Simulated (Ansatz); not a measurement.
Consider MgS in the rock salt structure (space group Fm-3m, No. 225; a = 5.182 Å).

Levels (all Ansatz, a quantum-chemistry and plane-wave program, PAW): PBEsol (420 eV, no spin-orbit coupling); HSE06 (420 eV, no spin-orbit coupling).

Its gap is 2.73 eV with PBEsol and 3.83 eV with HSE06.

It is then changed as follows: every Mg is replaced by Ca, then cell and atoms are relaxed.

With PBEsol the gap becomes 2.16 eV.

Question: If the HSE06 correction stayed the same, what would the HSE06 gap be, and what does the HSE06 run give?

Answer: A rigid correction of +1.10 eV gives 3.26 eV. The HSE06 run gives 3.33 eV, so the correction itself changes by +0.07 eV.

Single points use the geometry relaxed with PBEsol. HSE06 was sampled on its mesh, a few special points and the semilocal edge points, so its gap is an upper bound. Stability against distortions was not tested.
